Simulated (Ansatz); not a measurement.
ZnCu2SnS4:

```
CELL_PARAMETERS angstrom
-2.71710 2.71710 5.42480
2.71710 -2.71710 5.42480
2.71710 2.71710 -5.42480
ATOMIC_POSITIONS crystal
Sn 0.50000 0.50000 0.00000
Zn 0.25000 0.75000 0.50000
Cu 0.75000 0.25000 0.50000
Cu 0.00000 0.00000 0.00000
S 0.62799 0.62839 0.51280
S 0.88481 0.37201 0.00040
S 0.11559 0.11519 0.48720
S 0.37161 0.88441 0.99960
```

```yaml
Program: Ansatz 0.2.0
Task: single point
Functional: PBE
Potentials_or_basis: Ansatz PAW
Cutoff: "420 eV (not typed: the program's choice for these potentials)"
k_mesh: 7 × 7 × 7
Occupations: fermi-dirac, width 0.05 eV
Spin: no spin polarisation
```

On this cell: pressure 2.1 GPa; largest force 0.616 eV/Å; band gap on the k mesh 0.29 eV, direct.

The same run follows on a disturbed copy (atoms moved at random, drawn with an rms of 0.05 Å):

```
CELL_PARAMETERS angstrom
-2.71710 2.71710 5.42480
2.71710 -2.71710 5.42480
2.71710 2.71710 -5.42480
ATOMIC_POSITIONS crystal
Sn 0.49989 0.49536 0.99076
Zn 0.25742 0.75409 0.50533
Cu 0.75310 0.25180 0.50404
Cu 0.99963 0.00021 0.00730
S 0.62846 0.62554 0.50040
S 0.89982 0.38105 0.00733
S 0.11448 0.11307 0.49248
S 0.37801 0.89392 0.01503
```

Question: What changes?

Answer: The energy moves by +7.6 meV/atom; pressure 2.1 GPa; largest force 1.108 eV/Å; band gap on the k mesh 0.29 eV, direct.

Forces on the atoms (eV/Å):
```
Sn  -0.139  0.052  0.505
Zn   0.107  0.335 -0.119
Cu   0.044 -0.074  0.064
Cu   0.008 -0.052  0.126
S    0.502  0.874 -0.461
S   -0.468 -0.077 -0.525
S   -0.193 -0.714  0.203
S    0.140 -0.344  0.208
```

Stress tensor (GPa, compression positive):
```
 2.15  0.55  0.27
 0.55  2.19 -0.07
 0.27 -0.07  1.93
```

Caveats: odd divisions of the mesh miss points on the zone boundary, where band edges often lie, so the gap on the mesh can be too wide; spin-orbit coupling is left out, which moves the levels of the heavy elements.

